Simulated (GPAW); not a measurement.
# Ir (Fm-3m) in GPAW: notebook

Aim: see how the results for Ir move with the level of theory and the settings. Levels: PBE+D3(BJ), LDA, PBEsol+D3(BJ), r2SCAN, PBE. Tasks: equation of state, band structure, one-shot levels on a semilocal density.

Everything below comes from runs of GPAW 26.7.0. Logs are shortened: lines on timing, memory, paths and dates and some standing lists are left out, and cuts for length are marked. The log counts tension as positive stress, the text compression.

## (1) The crystal as given

It takes space group Fm-3m (No. 225, cubic). Conventional cell: a = 3.831 Å, b = 3.831 Å, c = 3.831 Å, α = 90.00°, β = 90.00°, γ = 90.00°. Ir (site symmetry m-3m) is surrounded by 12 Ir at 2.71 Å.

## (2) Equation of state, PBE+D3(BJ)

run.py

```python
from ase.calculators.mixing import SumCalculator
from ase.eos import EquationOfState
from ase.io import Trajectory, read
from ase.units import GPa
from dftd3.ase import DFTD3
from gpaw import GPAW, PW

atoms = read('Ir.cif')

traj = Trajectory('eos.traj', 'w')
volumes, energies = [], []
for x in [0.94, 0.96, 0.98, 1.0, 1.02, 1.04, 1.06]:
    a = atoms.copy()
    a.set_cell(atoms.cell * x**(1 / 3), scale_atoms=True)
    calc = GPAW(mode=PW(600),
                xc='PBE',
                kpts={'size': (12, 12, 12), 'gamma': True},
                occupations={'name': 'fermi-dirac', 'width': 0.05},
                nbands=16,
                convergence={'density': 1e-05, 'energy': 1e-05},
                maxiter=150,
                txt=f'eos-{x:.2f}.txt')
    a.calc = SumCalculator([calc, DFTD3(method='pbe', damping='d3bj')])
    energies.append(a.get_potential_energy())
    volumes.append(a.get_volume())
    p = -a.get_stress()[:3].mean() / GPa
    calc.write(f'eos-{x:.2f}.gpw')
    traj.write(a)
    print(f'{x:.2f} {volumes[-1]:10.4f} A^3 {energies[-1]:14.6f} eV {p:9.3f} GPa', flush=True)

v0, e0, B = EquationOfState(volumes, energies, eos='birchmurnaghan').fit()
print(f'V0 = {v0:.4f} A^3, E0 = {e0:.6f} eV, B0 = {B / GPa:.2f} GPa')
```

Ir.cif

```cif
data_Ir
_cell_length_a 2.70906750
_cell_length_b 2.70906750
_cell_length_c 2.70906750
_cell_angle_alpha 60.00000000
_cell_angle_beta 60.00000000
_cell_angle_gamma 60.00000000
_space_group_name_H-M_alt 'P1'
_space_group_name_Hall 'P 1'
_space_group_IT_number 1
loop_
_space_group_symop_operation_xyz
'x,y,z'
loop_
_atom_site_label
_atom_site_type_symbol
_atom_site_symmetry_multiplicity
_atom_site_Wyckoff_symbol
_atom_site_fract_x
_atom_site_fract_y
_atom_site_fract_z
_atom_site_occupancy
Ir1 Ir 1 a 0.0000000000 0.0000000000 0.0000000000 1
```

Potentials or basis: GPAW PAW data sets (gpaw-data 1.2.1), pw.

The run is started by

```sh
$ OMP_NUM_THREADS=1 python run.py
```

The log of the run:

```text
__  _  _
 | _ |_)|_||  |
 |__||  | ||/\| - 26.7.0

Input parameters:
  mode=PW(ecut=600.0),
  convergence={'density': 1e-05, 'energy': 1e-05},
  kpts=MonkhorstPack(size=(12, 12, 12), gamma=True),
  maxiter=150,
  nbands=16,
  occupations=Occupations(name='fermi-dirac', width=0.05),
  xc=XC(name='PBE')

Diagonalizing LCAO Hamiltonian
Converting LCAO to pw mode

       Ir

Atoms  # Å, Bohr magnetons
|   | symbol |        x |        y |        z |    initial magnetic moments |
|---|--------|----------|----------|----------|-----------------------------|
| 0 |     Ir | 0.000000 | 0.000000 | 0.000000 | ( 0.0000,  0.0000,  0.0000) |

Unit cell  # Å
| periodic |        x |        y |        z |  lengths |    angles |
|----------|----------|----------|----------|----------|-----------|
|      yes | 2.653765 | 0.000000 | 0.000000 | 2.653765 | 60.000000 |
|      yes | 1.326882 | 2.298228 | 0.000000 | 2.653765 | 60.000000 |
|      yes | 1.326882 | 0.766076 | 2.166790 | 2.653765 | 60.000000 |

Number of symmetries: 48
Symmetry operations  # r_c * U_cc + t_c -> r_c
|    | kind |            matrix            |
|----|------|------------------------------|
|  0 |  σ   |  1, 0, 0,  1, 0,-1,  1,-1, 0 |
|  1 |  C2  |  1, 0, 0,  1,-1, 0,  1, 0,-1 |
|  2 |  E   |  1, 0, 0,  0, 1, 0,  0, 0, 1 |
|  3 |  σ   |  1, 0, 0,  0, 0, 1,  0, 1, 0 |
|  4 |  C4  |  1, 0,-1,  1, 0, 0,  1,-1, 0 |
|  5 |  S6  |  1, 0,-1,  1,-1, 0,  1, 0, 0 |
|  6 |  σ   |  1, 0,-1,  0, 1,-1,  0, 0,-1 |
|  7 |  C3  |  1, 0,-1,  0, 0,-1,  0, 1,-1 |
|  8 |  S6  |  1,-1, 0,  1, 0, 0,  1, 0,-1 |
|  9 |  C4  |  1,-1, 0,  1, 0,-1,  1, 0, 0 |
| 10 |  C3  |  1,-1, 0,  0,-1, 1,  0,-1, 0 |
| 11 |  σ   |  1,-1, 0,  0,-1, 0,  0,-1, 1 |
| 12 |  σ   |  0, 1, 0,  1, 0, 0,  0, 0, 1 |
| 13 |  C4  |  0, 1, 0,  0, 1,-1, -1, 1, 0 |
| 14 |  C3  |  0, 1, 0,  0, 0, 1,  1, 0, 0 |
| 15 |  S6  |  0, 1, 0, -1, 1, 0,  0, 1,-1 |
| 16 |  C2  |  0, 1,-1,  1, 0,-1,  0, 0,-1 |
| 17 |  σ   |  0, 1,-1,  0, 1, 0, -1, 1, 0 |
| 18 |  S4  |  0, 1,-1,  0, 0,-1,  1, 0,-1 |
| 19 |  C4  |  0, 1,-1, -1, 1, 0,  0, 1, 0 |
| 20 |  C3  |  0, 0, 1,  1, 0, 0,  0, 1, 0 |
| 21 |  σ   |  0, 0, 1,  0, 1, 0,  1, 0, 0 |
| 22 |  S6  |  0, 0, 1,  0,-1, 1, -1, 0, 1 |
| 23 |  C4  |  0, 0, 1, -1, 0, 1,  0,-1, 1 |
| 24 |  S4  |  0, 0,-1,  1, 0,-1,  0, 1,-1 |
| 25 |  C3  |  0, 0,-1,  0, 1,-1,  1, 0,-1 |
| 26 |  C2  |  0, 0,-1,  0,-1, 0, -1, 0, 0 |
| 27 |  S6  |  0, 0,-1, -1, 0, 0,  0,-1, 0 |
| 28 |  S4  |  0,-1, 1,  1,-1, 0,  0,-1, 0 |
| 29 |  C4  |  0,-1, 1,  0, 0, 1, -1, 0, 1 |
| 30 |  C2  |  0,-1, 1,  0,-1, 0,  1,-1, 0 |
| 31 |  σ   |  0,-1, 1, -1, 0, 1,  0, 0, 1 |
| 32 |  C3  |  0,-1, 0,  1,-1, 0,  0,-1, 1 |
| 33 |  S6  |  0,-1, 0,  0, 0,-1, -1, 0, 0 |
| 34 |  S4  |  0,-1, 0,  0,-1, 1,  1,-1, 0 |
| 35 |  C2  |  0,-1, 0, -1, 0, 0,  0, 0,-1 |
| 36 |  C2  | -1, 1, 0,  0, 1, 0,  0, 1,-1 |
| 37 |  S6  | -1, 1, 0,  0, 1,-1,  0, 1, 0 |
| 38 |  S4  | -1, 1, 0, -1, 0, 1, -1, 0, 0 |
| 39 |  C3  | -1, 1, 0, -1, 0, 0, -1, 0, 1 |
| 40 |  S6  | -1, 0, 1,  0, 0, 1,  0,-1, 1 |
| 41 |  C2  | -1, 0, 1,  0,-1, 1,  0, 0, 1 |
| 42 |  C3  | -1, 0, 1, -1, 1, 0, -1, 0, 0 |
| 43 |  S4  | -1, 0, 1, -1, 0, 0, -1, 1, 0 |
| 44 |  C2  | -1, 0, 0,  0, 0,-1,  0,-1, 0 |
| 45 |  i   | -1, 0, 0,  0,-1, 0,  0, 0,-1 |
| 46 |  σ   | -1, 0, 0, -1, 1, 0, -1, 0, 1 |
| 47 |  C2  | -1, 0, 0, -1, 0, 1, -1, 1, 0 |

BZ-sampling:
  Number of BZ points: 1728
  Number of IBZ points: 72

  Monkhorst-Pack size: [12, 12, 12]
  Monkhorst-Pack shift: [0.041666666666666664, 0.041666666666666664, 0.041666666666666664]

K-points  # in reciprocal-cell coordinates
|     |                                coordinates |     weight |
|-----|--------------------------------------------|------------|
|   0 | ( -0.00000000,  -0.00000000,  -0.00000000) | 0.00057870 |
|   1 | (  0.08333333,   0.08333333,  -0.00000000) | 0.00347222 |
|   2 | (  0.08333333,   0.08333333,   0.08333333) | 0.00462963 |
|   3 | (  0.16666667,   0.08333333,   0.08333333) | 0.00694444 |
|   4 | (  0.16666667,   0.16666667,  -0.00000000) | 0.00347222 |
|   5 | (  0.16666667,   0.16666667,   0.08333333) | 0.01388889 |
|   6 | (  0.16666667,   0.16666667,   0.16666667) | 0.00462963 |
|   7 | (  0.25000000,   0.16666667,   0.08333333) | 0.01388889 |
|   8 | (  0.25000000,   0.16666667,   0.16666667) | 0.01388889 |
|   9 | (  0.25000000,   0.25000000,  -0.00000000) | 0.00347222 |
| ... |                                            |            |
|  71 | (  0.50000000,   0.50000000,   0.50000000) | 0.00231481 |

Plane wave coefficients: 459
Cutoff: 600.0 eV

Spin-components: 1 (collinear spins)
Bands:           16
Projectors:      6
Spin-degeneracy: 2
Datatype:        complex128

Parallelization:
  kpt:    1
  domain: 1
  band:   1

Density:
  Valence electrons: 15.0
  Components: 1
  Grid points: [15 15 15]
  Charge: 0.0  # |e|

Potential:
  Grid points: [15 15 15]

species:
  Ir:
    name:    Iridium
    Z:       77.0
    valence: 15
    core:    62
    charge:  0.0  # [|e|]
    compensation charges:
      type: gauss
      rc: 0.40  # [Å]
      lmax: 2
    cutoffs:
      filter: 2.40  # [Å]
      core: 2.36  # [Å]
    projectors
    | kind |    occ | energy [eV] | rcut [Å] |
    |------|--------|-------------|----------|
    |   6s |  2.000 |      -6.307 |    1.296 |
    |   5p |  6.000 |     -54.741 |    1.328 |
    |   6p |  0.000 |      -1.224 |    1.328 |
    |   5d |  7.000 |      -7.169 |    1.286 |
    |    s |        |      20.905 |    1.296 |
    |    d |        |      20.043 |    1.286 |

    Using partial waves for Ir as LCAO basis

Reference energy: -484484.849336  # eV

eigensolver:
  PPCG
  Converge bands: occupied
  niter=2

density mixing:
  MSR1-Mixer
  Pratt-step length: 0.05
  Maximum mixing coefficient: 0.75
  Old densities: 10
  SVD Regularization: 0.005
  Good broyden scale: 1.0
  Trust region scale: 1.0
  Backstep threshold: 4.0
  History deletion threshold: 6.0
  Fourier metric: weight=20.0, sigma=0.015

occupation numbers:
  Fermi-Dirac:
    width: 0.0500  # eV

poisson solver:
  ecut: 4800.0  # eV

xc functional:
  name: PBE with 2 nearest neighbor stencil

convergence criteria:
- Maximum integral of absolute [dens]ity change: 1e-05 electrons / valence electron
- Maximum [total energy] change in last 3 cyles: 1e-05 eV / valence electron
- Maximum integral of absolute [eigenst]ate change: 4e-08 eV^2 / valence electron
maximum number of iterations: 150

SCF iterations
|iter     | |      energy | eigst |  dens |
|---------|-|-------------|-------|-------|
|iter:   1| |   -9.334212 | +0.14 |       |
|iter:   2| |   -9.318252 | -2.90 | -1.46 |
|iter:   3| |   -9.266128 | -2.54 | -1.50 |
|iter:   4| |   -9.275567 | -3.33 | -2.15 |
|iter:   5| |   -9.280274 | -3.10 | -2.43 |
|iter:   6| |   -9.280287 | -5.80 | -3.66 |
|iter:   7| |   -9.280289c| -6.20 | -3.91 |
|iter:   8| |   -9.280289c| -7.66c| -5.47c|

Converged in 8 steps
Energy contributions relative to reference atoms: (reference = -484484.849336)

Energy contributions:
  Kinetic:          17.487029
  Coulomb:         -15.275827
  Zero:             -0.236340
  External:          0.000000
  Xc:              -11.253073
  Entropy:          -0.004154
  Spinorbit:         0.000000
  ----------------------------
  Free energy:      -9.282366
  Extrapolated:     -9.280289

dipole moment: (-19.279921, -11.131268, -7.870995)  # |e|*Ang

Fermi level: 16.509
Eigenvalues  # (at kpt = [-0.000, -0.000, -0.000])
| band index |      eig [eV] | occ [0-2] |
|------------|---------------|-----------|
|          0 |       -33.119 |     2.000 |
|          1 |       -33.119 |     2.000 |
|          2 |       -33.119 |     2.000 |
|          3 |         4.672 |     2.000 |
|          4 |        12.166 |     2.000 |
|          5 |        12.166 |     2.000 |
[... 8 lines left out ...]
|         14 |        51.955 |     0.000 |
|         15 |        51.955 |     0.000 |

No gap
No difference between direct/indirect transitions

Stress tensor  # eV/Ang^3
|         x |         y |         z |
|-----------|-----------|-----------|
| -0.240870 |  0.000000 |  0.000000 |
|  0.000000 | -0.240870 |  0.000000 |
|  0.000000 |  0.000000 | -0.240870 |

# Writing to eos-0.94.gpw (mode='')
```

It took 65 s on 1 thread of Arm Neoverse V1, shared host; peak memory 0.2 GiB.

What came out:

```
Equilibrium volume                      : 14.11 Å³/atom
Bulk modulus                            : 376 GPa
Pressure derivative of the bulk modulus : 5.1
```

Energy against volume, from the lowest point:
```tsv
volume (Å³/atom)	energy (meV/atom)
13.215	74.96
13.496	33.52
13.778	9.17
14.059	0.00
14.340	4.24
14.621	20.40
14.902	47.07
```

## (3) Band structure, LDA

run.py

```python
from ase.dft.bandgap import bandgap
from ase.io import read, write
from ase.units import GPa
from gpaw import GPAW, PW, setup_paths

setup_paths.insert(0, '.')

atoms = read('POSCAR')

calc = GPAW(mode=PW(600),
            xc='LDA',
            kpts={'size': (12, 12, 12), 'gamma': True},
            occupations={'name': 'fermi-dirac', 'width': 0.05},
            setups={'Ir': 'jth'},
            nbands=-9,
            convergence={'density': 1e-05, 'energy': 1e-05},
            maxiter=150,
            txt='gpaw.txt')
atoms.calc = calc
energy = atoms.get_potential_energy()
forces = atoms.get_forces()
stress = atoms.get_stress()
calc.write('gs.gpw')
write('result.traj', atoms)
print(f'Energy: {energy:.6f} eV')
print('Forces (eV/A):')
print(forces.round(4))
print('Stress (GPa):', (stress / GPa).round(3))
print('Fermi level:', round(calc.get_fermi_level(), 4), 'eV')
print(f'Gap: {bandgap(calc)[0]:.4f} eV, direct: {bandgap(calc, direct=True)[0]:.4f} eV')

path = atoms.cell.bandpath('GXWKGLUWLK,UX', npoints=60, eps=1e-4)
bs_calc = calc.fixed_density(kpts=path, symmetry='off', nbands=-16,
                             convergence={'bands': 'CBM+6.0', 'eigenstates': 1e-6}, txt='bands.txt')
bs = bs_calc.band_structure()
bs.write('bs.json')
print(f'Gap on the path: {bandgap(bs_calc)[0]:.4f} eV')
```

POSCAR

```
Ir
1.0
    0.0000000000      1.9156000000      1.9156000000
    1.9156000000      0.0000000000      1.9156000000
    1.9156000000      1.9156000000      0.0000000000
Ir
1
Direct
    0.0000000000      0.0000000000      0.0000000000
```

Potentials or basis: JTH PAW 2.0, LDA, pw.

The run is started by

```sh
$ OMP_NUM_THREADS=1 python run.py
```

gpaw.txt:

```text
__  _  _
 | _ |_)|_||  |
 |__||  | ||/\| - 26.7.0

Input parameters:
  mode=PW(ecut=600.0),
  convergence={'density': 1e-05, 'energy': 1e-05},
  kpts=MonkhorstPack(size=(12, 12, 12), gamma=True),
  maxiter=150,
  nbands=-9,
  occupations=Occupations(name='fermi-dirac', width=0.05),
  setups={'Ir': 'jth'},
  xc=XC(name='LDA')

Diagonalizing LCAO Hamiltonian
Converting LCAO to pw mode

       Ir

Atoms  # Å, Bohr magnetons
|   | symbol |        x |        y |        z |    initial magnetic moments |
|---|--------|----------|----------|----------|-----------------------------|
| 0 |     Ir | 0.000000 | 0.000000 | 0.000000 | ( 0.0000,  0.0000,  0.0000) |

Unit cell  # Å
| periodic |        x |        y |        z |  lengths |    angles |
|----------|----------|----------|----------|----------|-----------|
|      yes | 0.000000 | 1.915600 | 1.915600 | 2.709068 | 60.000000 |
|      yes | 1.915600 | 0.000000 | 1.915600 | 2.709068 | 60.000000 |
|      yes | 1.915600 | 1.915600 | 0.000000 | 2.709068 | 60.000000 |

Number of symmetries: 48
Symmetry operations  # r_c * U_cc + t_c -> r_c
|    | kind |            matrix            |
|----|------|------------------------------|
|  0 |  σ   |  1, 0, 0,  1, 0,-1,  1,-1, 0 |
|  1 |  C2  |  1, 0, 0,  1,-1, 0,  1, 0,-1 |
|  2 |  E   |  1, 0, 0,  0, 1, 0,  0, 0, 1 |
|  3 |  σ   |  1, 0, 0,  0, 0, 1,  0, 1, 0 |
|  4 |  C4  |  1, 0,-1,  1, 0, 0,  1,-1, 0 |
|  5 |  S6  |  1, 0,-1,  1,-1, 0,  1, 0, 0 |
|  6 |  σ   |  1, 0,-1,  0, 1,-1,  0, 0,-1 |
|  7 |  C3  |  1, 0,-1,  0, 0,-1,  0, 1,-1 |
|  8 |  S6  |  1,-1, 0,  1, 0, 0,  1, 0,-1 |
|  9 |  C4  |  1,-1, 0,  1, 0,-1,  1, 0, 0 |
| 10 |  C3  |  1,-1, 0,  0,-1, 1,  0,-1, 0 |
| 11 |  σ   |  1,-1, 0,  0,-1, 0,  0,-1, 1 |
[... 136 lines left out ...]
  name: None

convergence criteria:
- Maximum integral of absolute [dens]ity change: 1e-05 electrons / valence electron
- Maximum [total energy] change in last 3 cyles: 1e-05 eV / valence electron
- Maximum integral of absolute [eigenst]ate change: 4e-08 eV^2 / valence electron
maximum number of iterations: 150

SCF iterations
|iter     | |      energy | eigst |  dens |
|---------|-|-------------|-------|-------|
|iter:   1| |  -10.851910 | -0.05 |       |
|iter:   2| |  -10.744527 | -2.54 | -1.08 |
|iter:   3| |  -10.244407 | -1.56 | -1.12 |
|iter:   4| |  -10.234673 | -4.09 | -2.08 |
|iter:   5| |  -10.231920 | -4.43 | -2.41 |
|iter:   6| |  -10.231920 | -6.40 | -3.63 |
|iter:   7| |  -10.231920c| -7.52c| -4.02 |
|iter:   8| |  -10.231920c| -8.91c| -5.26c|

Converged in 8 steps
Energy contributions relative to reference atoms: (reference = -484839.050850)

Energy contributions:
  Kinetic:          19.090457
  Coulomb:         -21.632870
  Zero:             -0.117126
  External:          0.000000
  Xc:               -7.570025
  Entropy:          -0.004711
  Spinorbit:         0.000000
  ----------------------------
  Free energy:     -10.234275
  Extrapolated:    -10.231920

dipole moment: (-16.913783, -16.913783, -16.913783)  # |e|*Ang

Fermi level: 12.850
Eigenvalues  # (at kpt = [-0.000, -0.000, -0.000])
| band index |      eig [eV] | occ [0-2] |
|------------|---------------|-----------|
|          0 |       -36.592 |     2.000 |
|          1 |       -36.592 |     2.000 |
|          2 |       -36.592 |     2.000 |
|          3 |         1.549 |     2.000 |
|          4 |         8.870 |     2.000 |
|          5 |         8.870 |     2.000 |
[... 8 lines left out ...]
|         14 |        37.628 |     0.000 |
|         15 |        46.761 |     0.000 |

No gap
No difference between direct/indirect transitions

Forces  # eV/Ang
|       x |       y |       z |
|---------|---------|---------|
| 0.00000 | 0.00000 | 0.00000 |  # Ir   0

Stress tensor  # eV/Ang^3
|         x |         y |        z |
|-----------|-----------|----------|
|  0.049696 | -0.000000 | 0.000000 |
| -0.000000 |  0.049696 | 0.000000 |
|  0.000000 |  0.000000 | 0.049696 |

# Writing to gs.gpw (mode='')
```

bands.txt:

```text
Diagonalizing LCAO Hamiltonian
Converting LCAO to pw mode
convergence criteria:
- Maximum integral of absolute [eigenst]ate change: 1e-06 eV^2 / valence electron
maximum number of iterations: 150

SCF iterations
|iter     | |      energy | eigst |  dens |
[... 65 lines left out ...]
         [0.42857143, 0.42857143, 0.64285714],
         [0.41071429, 0.41071429, 0.67857143],
         [0.39285714, 0.39285714, 0.71428571],
         [0.375     , 0.375     , 0.75      ],
         [0.625     , 0.25      , 0.625     ],
         [0.59375   , 0.1875    , 0.59375   ],
         [0.5625    , 0.125     , 0.5625    ],
         [0.53125   , 0.0625    , 0.53125   ],
         [0.5       , 0.        , 0.5       ]])),
  maxiter=150,
  nbands=-16,
  occupations=Occupations(name='fermi-dirac', width=0.05),
  setups={'Ir': 'jth'},
  symmetry=Symmetry(point_group=False, time_reversal=False),
  xc=XC(name='LDA')
```

Wall time 14 s (1 thread of Arm Neoverse V1, shared host); peak memory 0.16 GiB.

Results:

```
Free energy             : -10.2343 eV
Pressure                : -8.0 GPa
Band gap along the path : none (metal or under the smearing width)
```

Levels at the corners of the path, in eV from the Fermi level:
```csv
point,band 3,band 4,band 5,band 6,band 7,band 8,band 9
Γ,-49.44,-11.30,-3.98,-3.98,-3.98,-1.23,-1.23
X,-49.74,-8.04,-7.46,0.87,1.47,1.47,1.64
W,-49.75,-6.36,-4.97,-4.97,-1.88,1.47,6.32
K,-49.68,-7.07,-6.08,-2.96,-0.93,0.58,6.13
Γ,-49.44,-11.30,-3.98,-3.98,-3.98,-1.23,-1.23
L,-49.56,-8.25,-4.08,-4.08,-0.82,0.89,0.89
U,-49.68,-7.07,-6.08,-2.96,-0.93,0.58,6.13
W,-49.75,-6.36,-4.97,-4.97,-1.88,1.47,6.32
L,-49.56,-8.25,-4.08,-4.08,-0.82,0.89,0.89
K,-49.68,-7.07,-6.08,-2.96,-0.93,0.58,6.13
U,-49.68,-7.07,-6.08,-2.96,-0.93,0.58,6.13
X,-49.74,-8.04,-7.46,0.87,1.47,1.47,1.64
```

Caveat: the program truncates these outside data sets; spin-orbit coupling is left out, which moves the levels of the heavy elements.

## (4) Equation of state, PBEsol+D3(BJ)

run.py

```python
from ase.calculators.mixing import SumCalculator
from ase.eos import EquationOfState
from ase.io import Trajectory, read
from ase.units import GPa
from dftd3.ase import DFTD3
from gpaw import GPAW, PW, setup_paths

setup_paths.insert(0, '.')

atoms = read('POSCAR')

traj = Trajectory('eos.traj', 'w')
volumes, energies = [], []
for x in [0.94, 0.96, 0.98, 1.0, 1.02, 1.04, 1.06]:
    a = atoms.copy()
    a.set_cell(atoms.cell * x**(1 / 3), scale_atoms=True)
    calc = GPAW(mode=PW(600),
                xc='PBEsol',
                kpts={'size': (12, 12, 12), 'gamma': True},
                occupations={'name': 'fermi-dirac', 'width': 0.05},
                nbands=16,
                convergence={'density': 1e-05, 'energy': 1e-05},
                maxiter=150,
                txt=f'eos-{x:.2f}.txt')
    a.calc = SumCalculator([calc, DFTD3(method='pbesol', damping='d3bj')])
    energies.append(a.get_potential_energy())
    volumes.append(a.get_volume())
    p = -a.get_stress()[:3].mean() / GPa
    calc.write(f'eos-{x:.2f}.gpw')
    traj.write(a)
    print(f'{x:.2f} {volumes[-1]:10.4f} A^3 {energies[-1]:14.6f} eV {p:9.3f} GPa', flush=True)

v0, e0, B = EquationOfState(volumes, energies, eos='birchmurnaghan').fit()
print(f'V0 = {v0:.4f} A^3, E0 = {e0:.6f} eV, B0 = {B / GPa:.2f} GPa')
```

POSCAR is that of step 3.

Potentials or basis: PAW data sets generated in the run's folder for this functional, pw.

The run is started by

```sh
$ gpaw-setup -f PBEsol Ir
$ OMP_NUM_THREADS=1 python run.py
```

It took 50 s on 1 thread of Arm Neoverse V2, shared host; peak memory 0.21 GiB.

Results (log left out):

```yaml
Equilibrium_volume: 13.70 Å³/atom
Bulk_modulus: 413 GPa
Pressure_derivative_of_the_bulk_modulus: 5.0
```

Energy against volume, from the lowest point:
```
volume (Å³/atom)  energy (meV/atom)
          13.215              22.98
          13.496               3.37
          13.778               0.00
          14.059              11.05
          14.340              34.81
          14.621              69.81
          14.902             114.71
```

The run has no spin-orbit coupling, so splittings on Ir are missing.

[end of part 1 of 2]
